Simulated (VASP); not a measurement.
Runs of VASP 6.6.1 on Pd. Symmetry: Fm-3m, No. 225, cubic system. The conventional cell has a = 3.893 Å, b = 3.893 Å, c = 3.893 Å, α = 90.00°, β = 90.00°, γ = 90.00°. Pd (site symmetry m-3m) is surrounded by 12 Pd at 2.75 Å. 

```csv
task,level,smearing,pressure (GPa)
band structure,TPSS,fermi-dirac 0.05 eV,1.5
single point,PBE,gaussian 0.012 eV,6.6
band structure,MS2,fermi-dirac 0.05 eV,(a)
band structure,revTPSS,fermi-dirac 0.05 eV,-2.5
```

Alike in all rows: potentials or basis VASP PAW PBE potentials, release 64 (Pd); no spin polarisation; cell as given; k mesh 12 × 12 × 12; cutoff (eV) 520.

Problem. Fill in the values left out.

Solution. (a) -2.4.

Caveats: the PAW data sets were made with another functional, which shifts forces and pressure a little (some runs).
